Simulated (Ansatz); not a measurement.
# Cu: what SCF settings change, part 2 of 2

Which SCF settings change the result for Cu, and which only the effort? The default run comes first. The cell (1 atom) is Cu in its deposited structure (space group Fm-3m). Source: COD entry 4313211.

Ansatz 0.2.0; DFT PBE, PAW, plane waves, scalar-relativistic. Earlier steps stand in the parts before.

## 7. Fermi–Dirac width 0.0005 eV, no switch to direct minimisation

The input, input.yaml:

```yaml
crystal:
  lattice:
    - [0.0, 1.79665, 1.79665]
    - [1.79665, 0.0, 1.79665]
    - [1.79665, 1.79665, 0.0]
  atoms:
    - { symbol: Cu, position: [0.0, 0.0, 0.0] }
hamiltonian:
  xc: pbe
  pseudopotentials: { kind: paw }
basis:
  ecutwfc: 420
kpoints:
  mp_grid: { grid: [14, 14, 14] }
scf:
  occupations: { method: fermi_dirac, width: 0.0005 }
  lower_state_search: "off"
  algorithm: density_mixing
  max_iter: 70
  mixing: {}
output:
  forces: true
  stress: true
```

Run with:

```bash
$ ansatz run input.yaml --threads 2 --pin off --max-ram 5120MiB --backend cpu --events-out ev --progress --plain --runs-dir out
```

The log of the run:

```text
[... 20 lines as in an earlier run ...]
SCF iter   1: F=—  HF=-6625.169154 eV  |F-HF|=—  |Δ(HF+E_count)|=         —  Δρ=1.46e-3  dr2=1.33e-4  ethr=1.77e-3  ⟨swp⟩=5.0  Hψ=7500  notcnv=0
preconditioner: auto → none  [insulator: Δε(μ)=0.126 eV  Ē_g=17.253 eV  σ=0.001 eV  W_gap=0.90  n_scr=0 (ndim 8)  ℏωp=36.2 eV  f_vac=0.000  D(μ)=6.53/eV (n_scr^D=180)  ε∞_Penn≈5.4]
SCF iter   2: F=—  HF=-6625.169251 eV  |F-HF|=—  |Δ(HF+E_count)|=   9.68e-5  Δρ=3.86e-4  dr2=4.56e-6  ethr=7.02e-7  ⟨swp⟩=2.7  Hψ=3624  notcnv=0  defer=45
SCF iter   3: F=—  HF=-6625.169267 eV  |F-HF|=—  |Δ(HF+E_count)|=   1.64e-5  Δρ=1.70e-4  dr2=1.27e-6  ethr=2.40e-8  ⟨swp⟩=2.1  Hψ=2452  notcnv=0  defer=45
iter 4 did not close the SCF: its close was put off for the readings that it lacked (scf_convergence_deferred on its scf_iter line)
SCF iter   4: F=-6625.169269 eV  HF=-6625.169269 eV  |F-HF|=7.56e-9  |Δ(HF+E_count)|=   2.01e-6  Δρ=1.40e-5  dr2=4.92e-9  ethr=6.68e-9  ⟨swp⟩=2.0  Hψ=2406  notcnv=0  defer=45
iter 5 did not close the SCF: its close was put off for the readings that it lacked (scf_convergence_deferred on its scf_iter line)
SCF iter   5: F=-6625.169269 eV  HF=-6625.169269 eV  |F-HF|=1.57e-10  |Δ(HF+E_count)|=   1.53e-8  Δρ=1.67e-6  dr2=6.29e-11  ethr=2.59e-11  ⟨swp⟩=2.0  Hψ=2332  notcnv=0  defer=45
SCF iter   6: F=-6625.169269 eV  HF=-6625.169269 eV  |F-HF|=9.09e-13  |Δ(HF+E_count)|=  1.87e-10  Δρ=3.80e-8  dr2=5.83e-14  ethr=1.00e-12  ⟨swp⟩=1.3  Hψ=3879  notcnv=0
SCF 1 converged in 6 iterations: F = -6625.169269 eV  dr2 = 5.83e-14
SCF converged after 6 iterations
Free energy (F): -6625.169269 eV
Harris-Foulkes:  -6625.169269 eV  (|F-HF|=9.09e-13)
Internal energy: -6625.169263 eV  (E = F + TS)
E sigma→0 (E₀):  -6625.169266 eV
Entropy (-TS):   -0.000006 eV (-0.006 meV/atom)
Fermi energy:    17.186831 eV
--- Per-component energies (eV) ---
  E_band       = -352.734684
  E_kinetic    = 300.206046
  E_local      = -4017.112019  (includes V_loc(G=0)·N_el)
  E_nonlocal   = 389.581559
  E_hartree    = 1770.868669
  E_xc         = -89.756394
  E_vxc        = -115.844207  (∫ρ·V_xc dr)
  E_paw        = -1662.596338  (= ΣΔE_a)
  E_vpaw       = -451.303635  (= ΣTr[D̂ρ^β])
  E_aug_tail   = 0.000250  (compensation charges beyond the density's cutoff)
  E_ewald      = -3316.361037
  E_smearing   = -0.000006  (= −TS)
  E_closure    = -0.000000  (closes the sum)
  Σ components = -6625.169269   (vs F -6625.169269, Δ=0.00e0)
--- Forces (eV/Å), atoms counted from 1 ---
  atom   1  Cu    -0.00000000     0.00000000     0.00000000
  max |Σ_I F_I| component: 2.71e-31 eV/Å
--- Stress (GPa, compression-positive) ---
        4.694667       0.000000       0.000000
        0.000000       4.694667      -0.000000
        0.000000      -0.000000       4.694667
  P = ⅓ Tr σ = 4.6947 GPa (46.947 kbar)
```

Wall time 0.57 s (2 threads of Arm Neoverse V2, shared host); peak memory 0.27 GiB.

6 iterations, as in the default run; free energy shifted by +4.9 meV/atom, zero-width estimate shifted by -0.1 meV/atom.

## 8. Direct minimisation

input.yaml: that of step 7 with these lines changed.

```diff
@@ -15,7 +15,6 @@
 scf:
-  occupations: { method: fermi_dirac, width: 0.0005 }
+  occupations: { method: fermi_dirac, width: 0.1 }
   lower_state_search: "off"
-  algorithm: density_mixing
-  max_iter: 70
-  mixing: {}
+  algorithm: direct_min
+  max_iter: 150
 output:
```

Run with:

```bash
$ ansatz run input.yaml --threads 2 --pin off --max-ram 5120MiB --backend cpu --events-out ev --progress --plain --runs-dir out
```

The log of the run:

```text
[... 20 lines as in an earlier run ...]
SCF iter   1: F=—  HF=-6625.174128 eV  |F-HF|=—  |Δ(HF+E_count)|=         —  Δρ=9.97e-4  dr2=4.96e-5  ethr=1.77e-3  ⟨swp⟩=7.0  Hψ=6448  notcnv=0
preconditioner: auto → none  [metal: Δε(μ)=0.126 eV  Ē_g=17.253 eV  σ=0.100 eV  W_gap=0.30  n_scr=0 (ndim 8)  ℏωp=36.2 eV  f_vac=0.000  D(μ)=0.30/eV (n_scr^D=0)]
iter 2 solved again at ethr=6.75e-9 eV; its pass at ethr=2.61e-7 eV (dr2=1.28e-6 eV) is discarded
SCF iter   2: F=—  HF=-6625.174194 eV  |F-HF|=—  |Δ(HF+E_count)|=   6.61e-5  Δρ=1.47e-4  dr2=1.12e-6  ethr=6.75e-9  ⟨swp⟩=2.9  Hψ=6183  notcnv=0
eigensolver tolerance schedule: the retry pair's looser diagonalisation over-reported the residual by 0.15 of it (diagonalisation noise at 0.15 of the residual, at the tolerance the schedule requests for it); recorded, not acted on — ethr = c·dr2/N_el stays at c = 1.0e-1
SCF iter   3: F=—  HF=-6625.174193 eV  |F-HF|=—  |Δ(HF+E_count)|=   4.74e-7  Δρ=2.92e-5  dr2=3.72e-8  ethr=5.88e-9  ⟨swp⟩=3.0  Hψ=3165  notcnv=0
SCF iter   4: F=-6625.174193 eV  HF=-6625.174193 eV  |F-HF|=5.55e-11  |Δ(HF+E_count)|=   4.41e-8  Δρ=8.84e-7  dr2=7.51e-11  ethr=1.96e-10  ⟨swp⟩=2.1  Hψ=2468  notcnv=0
SCF 1 converged in 4 iterations: F = -6625.174193 eV  dr2 = 7.51e-11
  Residual-converged pass: ⟨swp⟩=3.0  Hψ=3274  notcnv=0  max |occ|·‖R‖ = 5.9e-6 eV (tolerance 6.7e-6 eV)  dr2=8.84e-11  dr2_onsite=9.27e-11  max |Δocc| = 6.4e-11
SCF converged after 4 iterations
Stability not checked: this state was not tested for a lower state beside it, because a direct minimisation reached the state, and no test of it is asked (direct_minimisation; see scf.lower_state_search)
Free energy (F): -6625.174193 eV
Harris-Foulkes:  -6625.174193 eV  (|F-HF|=5.55e-11)
Internal energy: -6625.164059 eV  (E = F + TS)
E sigma→0 (E₀):  -6625.169126 eV
Entropy (-TS):   -0.010134 eV (-10.134 meV/atom)
Fermi energy:    17.146005 eV
[... 28 lines left out: energy terms, forces, stress, bands ...]
```

Wall time 1 s (2 threads of Arm Neoverse V2, shared host); peak memory 0.29 GiB.

4 iterations against 6; the same free energy.

## 9. Broyden, β 1.0, history 3, no preconditioner

input.yaml: that of step 8 with these lines changed.

```diff
@@ -17,4 +17,5 @@
   lower_state_search: "off"
-  algorithm: direct_min
-  max_iter: 150
+  algorithm: density_mixing
+  max_iter: 70
+  mixing: { algorithm: broyden, ndim: 3, beta: 1.0, preconditioner: none }
 output:
```

Run with:

```bash
$ ansatz run input.yaml --threads 2 --pin off --max-ram 5120MiB --backend cpu --events-out ev --progress --plain --runs-dir out
```

The log of the run:

```text
[... 20 lines as in an earlier run ...]
SCF iter   1: F=—  HF=-6625.174065 eV  |F-HF|=—  |Δ(HF+E_count)|=         —  Δρ=9.96e-4  dr2=4.92e-5  ethr=1.77e-3  ⟨swp⟩=5.2  Hψ=7273  notcnv=0
SCF iter   2: F=—  HF=-6625.174254 eV  |F-HF|=—  |Δ(HF+E_count)|=   1.89e-4  Δρ=1.99e-3  dr2=2.50e-4  ethr=2.59e-7  ⟨swp⟩=2.1  Hψ=3325  notcnv=0  κ⁻¹=1.0e0(r=1)
SCF iter   3: F=—  HF=-6625.174203 eV  |F-HF|=—  |Δ(HF+E_count)|=   5.09e-5  Δρ=7.03e-4  dr2=3.07e-5  ethr=2.59e-7  ⟨swp⟩=2.0  Hψ=2440  notcnv=0  κ⁻¹=5.0e-3(r=2)
SCF iter   4: F=—  HF=-6625.174195 eV  |F-HF|=—  |Δ(HF+E_count)|=   8.37e-6  Δρ=2.78e-4  dr2=4.73e-6  ethr=1.62e-7  ⟨swp⟩=2.2  Hψ=2090  notcnv=0  κ⁻¹=1.6e-5(r=3)
SCF iter   5: F=-6625.174193 eV  HF=-6625.174193 eV  |F-HF|=1.01e-7  |Δ(HF+E_count)|=   1.38e-6  Δρ=3.44e-5  dr2=7.40e-8  ethr=5.26e-10  ⟨swp⟩=3.3  Hψ=5732  notcnv=0
SCF 1 converged in 5 iterations: F = -6625.174193 eV  dr2 = 7.40e-8
SCF converged after 5 iterations
[... 1 line as in an earlier run ...]
Free energy (F): -6625.174193 eV
Harris-Foulkes:  -6625.174193 eV  (|F-HF|=1.01e-7)
Internal energy: -6625.164058 eV  (E = F + TS)
E sigma→0 (E₀):  -6625.169126 eV
Entropy (-TS):   -0.010135 eV (-10.135 meV/atom)
Fermi energy:    17.146218 eV
[... 23 lines left out: energy terms, forces, stress ...]
```

Run time: 0.53 s. Hardware: 2 threads of Arm Neoverse V2, shared host; peak memory 0.26 GiB.

It takes 5 iterations (default 6). Against the default run: the same free energy.

## 10. The runs side by side

```tsv
step	settings	iterations	time	against the default run
2	default SCF settings	6	0.73 s	reference
3	k-point mesh 7x7x7	6	0.28 s	free energy shifted by -37.4 meV/atom, pressure 4.4 GPa against 4.7
4	tetrahedron occupations	5	0.54 s	free energy shifted by +3.8 meV/atom, zero-width estimate shifted by -1.3 meV/atom, pressure 4.5 GPa against 4.7
5	MSR1 mixing, preconditioner LDOS	6	0.58 s	the same free energy
6	Anderson, β 0.8, history 2, no preconditioner	5	0.51 s	the same free energy
7	Fermi–Dirac width 0.0005 eV, no switch to direct minimisation	6	0.57 s	free energy shifted by +4.9 meV/atom, zero-width estimate shifted by -0.1 meV/atom
8	direct minimisation	4	1 s	the same free energy
9	Broyden, β 1.0, history 3, no preconditioner	5	0.53 s	the same free energy
```

Decimal logarithm of the largest residual (eV) by iteration, counted through all cycles of a run:

```
iteration  step 2  step 3  step 4  step 5  step 6  step 7  step 8  step 9
        1    -4.3    -3.2    -4.5    -4.3    -4.3    -3.9    -4.3    -4.3
        2    -5.4    -4.5    -4.9    -3.9    -3.9    -5.3    -6.0    -3.6
        3    -6.3    -5.1    -5.1    -4.4    -4.7    -5.9    -7.4    -4.5
        4    -8.5    -7.6    -6.4    -5.6    -6.4    -8.3   -10.1    -5.3
        5   -10.0    -9.9    -7.7    -7.1    -8.1   -10.2       -    -7.1
        6   -12.2   -12.2       -    -9.2       -   -13.2       -       -
```

## 11. Summary of results

The summary covers parts 1 to 2.

```
                                                                                             quantity                                    value
                                                                                          default run  6 iterations, with no gap on the k-mesh
fewest iterations to that state among the runs shown (an iteration of direct minimisation costs more)                  4 (direct minimisation)
                                                                                most iterations to it     6 (MSR1 mixing, preconditioner LDOS)
                                          runs that end in another state, among changes of path alone                                        0
                               largest shift of the free energy by occupations, cutoff, mesh or field      -37.4 meV/atom (k-point mesh 7x7x7)
```

**Reading.** The default and the runs that change only the path, 5 in all, end in one state, in 4 to 6 iterations. Occupations, cutoff, mesh and fields change the problem that is solved, not just the path; the largest shift here is that of “k-point mesh 7x7x7”. Other settings tried on this cell gave no result: Anderson, β 1.5, history 8 (input refused); linear mixing, β 0.9, no preconditioner (not converged after 70 iterations, cycles); unknown smearing fermi (input refused). Counts include iterations that the program adds to test a close, so a difference of one or two ranks nothing. The starting density is a sum of atomic densities corrected by a trained network, so it is already close to self-consistency.
